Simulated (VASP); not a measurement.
The system is ZnSe (Stilleite).

```
Se Zn
1.0
     0.00000    2.83380    2.83380
     2.83380    0.00000    2.83380
     2.83380    2.83380    0.00000
Se Zn
1 1
Direct
  0.25000 0.25000 0.25000
  0.00000 0.00000 0.00000
```

Base run:

```yaml
Program: VASP 6.6.1
Functional: RPBE
Potentials_or_basis: VASP PAW PBE potentials, release 54 (Se, Zn)
Cutoff: 520 eV
k_mesh: 8 × 8 × 8
Occupations: gaussian, width 0.05 eV
Spin: no spin polarisation
```

Its results: band gap on the k mesh 1.45 eV, direct; pressure 4.6 GPa.

Problem. The run is repeated on the same cell with these changes: functional from RPBE to PBEsol; potentials or basis from VASP PAW PBE potentials, release 54 (Se, Zn) to VASP PAW PBE potentials, release 64 (Se, Zn). What comes out?

Solution. Band gap on the k mesh 1.17 eV, direct; pressure -0.9 GPa.

Caveats: the PAW data sets were made with another functional, which shifts forces and pressure a little.

